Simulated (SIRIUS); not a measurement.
## Mg in SIRIUS: convergence with wave cutoff

The system is Mg.

```xyz
2
Lattice="3.2093 0.0000 0.0000 -1.6046 2.7793 0.0000 0.0000 0.0000 5.2103" Properties=species:S:1:pos:R:3 pbc="T T T"
Mg    1.6047    0.9264    3.9077
Mg    0.0000    1.8529    1.3026
```

* Program: SIRIUS 7.10.0
* Task: single point
* Functional: PBEsol
* Potentials or basis: GBRV 1.5 PBEsol (ultrasoft)
* Cutoff: 139 eV
* Density cutoff: 1361 eV
* k mesh: 10 × 10 × 5
* Occupations: gaussian, width 0.05 eV
* Spin: no spin polarisation

These are the settings of the first run; the series varies wave cutoff, with any setting tied to it.

Hardware: 1 thread of Arm Neoverse V1, with other jobs on the host.

| wave cutoff | energy less the tightest run, at zero smearing (meV/atom) | pressure (GPa) | SCF cycles | CPU time (s) | peak memory (GiB) |
| --- | --- | --- | --- | --- | --- |
| 139.3 eV | 160189.79 | -2404.64 | 13 | 6 | 0.13 |
| 200.6 eV | 36405.49 | -822.65 | 14 | 9 | 0.16 |
| 273.1 eV | 6104.18 | -194.03 | 12 | 9.2 | 0.19 |
| 356.7 eV | 650.17 | -32.11 | 13 | 15 | 0.24 |
| 451.4 eV | 27.61 | -3.25 | 14 | 21 | 0.3 |
| 557.3 eV | 5.10 | -1.11 | 15 | 31 | 0.37 |
| 737 eV | 1.31 | -1.12 | 15 | 36 | 0.5 |
| 941.8 eV | 0.00 | -1.17 | 15 | 66 | 0.69 |

Against the tightest run, the pressure stays within 0.1 GPa from 557.3 eV on. Not settled before the last step: the energy (to 1 meV/atom). The tightest run that finished is the yardstick and may itself not be fully converged.
